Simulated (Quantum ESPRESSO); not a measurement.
# PtSe2 (Sudovikovite): equation of state with PBEsol

The system is PtSe2 (Sudovikovite).

```
CELL_PARAMETERS angstrom
3.72400 0.00000 0.00000
-1.86200 3.22508 0.00000
0.00000 0.00000 5.06200
ATOMIC_POSITIONS crystal
Pt 0.00000 0.00000 0.00000
Se 0.66667 0.33333 0.75000
Se 0.33333 0.66667 0.25000
```

```
Program             : Quantum ESPRESSO 7.5
Task                : equation of state
Functional          : PBEsol
Potentials or basis : PseudoDojo 0.4.1 SR PBEsol standard
Cutoff              : 1170 eV
Density cutoff      : 4680 eV
k mesh              : 8 × 8 × 5
Occupations         : fermi-dirac, width 0.05 eV
Spin                : no spin polarisation
```

```
Equilibrium volume                        : 20.58 Å³/atom
Bulk modulus at fixed shape and positions : 127 GPa
Pressure derivative of the bulk modulus   : 4.9
```

Energy against volume, from the lowest point:
```tsv
volume (Å³/atom)	energy (meV/atom)
19.049	52.40
19.455	27.11
19.860	10.56
20.265	1.81
20.671	0.00
21.076	4.37
21.481	14.24
```

All runs of the series together: 16 min on 1 thread of Arm Neoverse V1, on a shared host.

Caveat: the cell was scaled at fixed shape and fractional positions, which overstates the stiffness of a crystal with free parameters, most of all of layers and chains. Spin-orbit coupling is left out, which matters for the levels of Pt.
